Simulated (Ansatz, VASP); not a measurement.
**Sn: VASP beside Ansatz**

```
Sn
1.0
     0.00000    3.18964    3.18964
     3.18964    0.00000    3.18964
     3.18964    3.18964    0.00000
Sn
2
Direct
  0.75000 0.75000 0.75000
  0.50000 0.50000 0.50000
```

Change from the starting cell: volume scaled by 0.96.

Alike in both runs: task single point; functional PBE; k mesh 7 × 7 × 7; occupations fermi-dirac, width 0.05 eV; no spin polarisation.

```csv
,VASP,Ansatz
version,VASP 6.6.1,Ansatz 0.2.0
potentials or method,"VASP PAW PBE potentials, release 64 (Sn_d), cutoff 520 eV","all-electron LAPW, scalar-relativistic"
```

|  | VASP | Ansatz | Ansatz less VASP |
| --- | --- | --- | --- |
| gap on the k mesh at the Fermi level (eV) | none | none | - |
| pressure (GPa) | 6.2 | 6.2 | +0.05 |

A gap of «none» marks a metal or a gap that the smearing closes. Ansatz ran all-electron here, so the differences hold the error of VASP's frozen core and of both bases.
